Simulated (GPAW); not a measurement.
Wanted: an ASE script for a GPAW 26.7.0 run.

```yaml
Task: equation of state
Functional: LDA
Potentials_or_basis: the program's PAW data sets (release 1.2.1) made for this functional
Cutoff: 600 eV
Basis: pw
k_mesh: 6 × 6 × 6
Occupations: fermi-dirac, width 0.05 eV
Spin: no spin polarisation
Maxiter: 150
Eos_scales: "[0.94, 0.96, 0.98, 1.0, 1.02, 1.04, 1.06]"
```

Sb:

```xyz
2
Lattice="2.1542 1.2437 3.7580 -2.1542 1.2437 3.7580 0.0000 -2.4875 3.7580" Properties=species:S:1:pos:R:3 pbc="T T T"
Sb    0.0000    0.0000    8.6416
Sb    0.0000    0.0000    2.6324
```

One way to write it, as run:

run.py

```python
from ase import Atoms
from ase.eos import EquationOfState
from ase.io import Trajectory
from ase.units import GPa
from gpaw import GPAW, PW

atoms = Atoms(['Sb', 'Sb'],
              cell=[[2.1542, 1.2437279499, 3.758],
                    [-2.1542, 1.2437279499, 3.758],
                    [0.0, -2.4874558998, 3.758]],
              scaled_positions=[[0.76651, 0.76651, 0.76651],
                                [0.23349, 0.23349, 0.23349]],
              pbc=True)

traj = Trajectory('eos.traj', 'w')
volumes, energies = [], []
for x in [0.94, 0.96, 0.98, 1.0, 1.02, 1.04, 1.06]:
    a = atoms.copy()
    a.set_cell(atoms.cell * x**(1 / 3), scale_atoms=True)
    calc = GPAW(mode=PW(600),
                xc='LDA',
                kpts={'size': (6, 6, 6), 'gamma': True},
                occupations={'name': 'fermi-dirac', 'width': 0.05},
                nbands=25,
                convergence={'density': 1e-05, 'energy': 1e-05},
                maxiter=150,
                txt=f'eos-{x:.2f}.txt')
    a.calc = calc
    energies.append(a.get_potential_energy(force_consistent=True))
    volumes.append(a.get_volume())
    p = -a.get_stress()[:3].mean() / GPa
    calc.write(f'eos-{x:.2f}.gpw')
    traj.write(a)
    print(f'{x:.2f} {volumes[-1]:10.4f} A^3 {energies[-1]:14.6f} eV {p:9.3f} GPa', flush=True)

v0, e0, B = EquationOfState(volumes, energies, eos='birchmurnaghan').fit()
print(f'V0 = {v0:.4f} A^3, E0 = {e0:.6f} eV, B0 = {B / GPa:.2f} GPa')
```

Potentials or basis: the program's PAW data sets (release 1.2.1) made for this functional, pw.

Run with:

```sh
$ OMP_NUM_THREADS=1 python run.py
```

Results of the run:

```json
{"Equilibrium volume": "29.46 Å³/atom", "Bulk modulus at fixed shape and positions": "60 GPa", "Pressure derivative of the bulk modulus": "4.0"}
```

Caveat: the cell was scaled at fixed shape and fractional positions, which overstates the stiffness of a crystal with free parameters, most of all of layers and chains.

Run time: 2.7 min on 1 thread of Intel(R) Xeon(R) 6975P-C (Granite Rapids), on a shared host, peak memory 0.23 GiB.
